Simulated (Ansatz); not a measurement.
# MoS2: the cost of one run

Program: Ansatz 0.2.0. Level of theory: DFT PBE+D3(BJ), scalar-relativistic, plane waves, PAW. These are calculated values, not measurements.

The COD entry's cell or inner coordinates are ideal or old and differ from later refinements, so a difference from it is no clean test against experiment.

7 further runs of the same task are left out: 1 that didn't finish, 6 set aside as unsound or not needed.

## Step 1: The starting structure

It takes space group R-3m (No. 166, trigonal). The conventional cell has a = 3.134 Å, b = 3.134 Å, c = 17.865 Å, α = 90.00°, β = 90.00°, γ = 120.00°. Mo (site symmetry -3m) has 6 S at 2.42 Å as nearest neighbours. S (site symmetry 3m) is surrounded by 3 Mo at 2.42 Å.

As a file:

```
CELL_PARAMETERS angstrom
1.56712 0.90477 5.95499
-1.56712 0.90477 5.95499
0.00000 -1.80955 5.95499
ATOMIC_POSITIONS crystal
Mo 0.00000 0.00000 0.00000
S 0.75637 0.75637 0.75637
S 0.24363 0.24363 0.24363
```

This cell was relaxed beforehand with the same method: volume 16.89 Å³/atom, gap on the mesh none (metal).

## Step 3: Setting up the map

Atoms count from 1 in the order of the input.

The upper layer of a bilayer is slid over the lower one; relaxed at each slide: nothing; the origin of the map has S4 above S3; the distance between the facing planes is held at 3.64 Å.

First coordinate, slide of the upper layer along the first cell vector, from S4 above S3: 6 values from 0.000 to 0.833, periodic. Second coordinate, slide of the upper layer along the second cell vector, from S4 above S3: 6 values from 0.000 to 0.833, periodic.

Nothing else is relaxed. Points are written as (first, second).

The two vectors of the plane (Å): (3.135, 0.000, 0.000); (-1.567, 2.715, 0.000).

(The set-up runs are not shown.)

## Step 4: The run at (0/6, 0/6) of the map's two axes

input.yaml reads:

```yaml
crystal:
  lattice:
    - [3.1346592763, 0.0, 0.0]
    - [-1.5673296382, 2.7146945655, 0.0]
    - [0.0, 0.0, 23.9375766064]
  atoms:
    - { symbol: S, position: [0.0, 0.0, 0.1879889545] }
    - { symbol: Mo, position: [0.6666666667, 0.3333333333, 0.2552219154] }
    - { symbol: S, position: [0.3333333333, 0.6666666667, 0.3224548763] }
    - { symbol: S, position: [0.3333333333, 0.6666666667, 0.4745170528] }
    - { symbol: Mo, position: [1.0, 1.0, 0.5417500137] }
    - { symbol: S, position: [0.6666666667, 1.3333333333, 0.6089829746] }
basis:
  ecutwfc: 420
kpoints:
  mp_grid: { grid: [12, 12, 1] }
hamiltonian:
  xc: pbe
  pseudopotentials: { kind: paw, azcp: { folder: soft_1 } }
  dispersion: d3bj
scf:
  occupations: { method: gaussian, width: 0.1 }
output:
  forces: true
  eigenvalues: true
efield:
  axis: 3
  dipole_correction: true
  ramp_width: 0.04
```

Command:

```sh
ansatz run input.yaml --threads 2 --pin off --max-ram 6144MiB --backend cpu --events-out ev --progress --plain --runs-dir out
```

Q: Estimate wall time and peak memory on 2 threads of Arm Neoverse N1, shared host.

About 9.3 s, with a peak of 0.43 GiB.
